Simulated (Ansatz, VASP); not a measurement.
## Two plane-wave programs on C

```
C
1.0
     0.00000    2.28385    3.44765
     1.22800    0.15685    3.34800
     1.22800    2.12700    0.09965
C
2
Direct
  0.16667 0.83333 0.16667
  0.83333 0.16667 0.83333
```

Change from the starting cell: strain +0.0937 x Voigt [0, 0, 0, 1, 0, 0], atoms carried along.

Alike in both runs: task single point; functional PBE; dispersion D3(BJ); k mesh 14 × 14 × 14; occupations gaussian, width 0.05 eV; no spin polarisation.

```csv
,VASP,Ansatz
version,VASP 6.6.1,Ansatz 0.2.0
potentials or method,"VASP PAW PBE potentials, release 64 (C)","scalar-relativistic, plane waves, PAW"
plane-wave cutoff (eV),520,420
valence electrons in the cell,8,8
```

Ansatz gave:

| Item | Value |
| --- | --- |
| gap on the k mesh at the Fermi level (eV) | 0.36 |
| least direct gap on the mesh (eV) | 0.49 |
| pressure (GPa) | 2.9 |
| largest component of the traceless stress (GPa) | 2.28 |
| rms of the force components (eV/Å) | 0.007 |

Task: What did VASP give for the same quantities?

Result: gap on the k mesh at the Fermi level (eV): 0.36; least direct gap on the mesh (eV): 0.49; pressure (GPa): 3.4; largest component of the traceless stress (GPa): 2.82; rms of the force components (eV/Å): 0.007.

Atom by atom the forces differ by 0.000 eV/Å (rms over components).

A k mesh can miss the band edges.
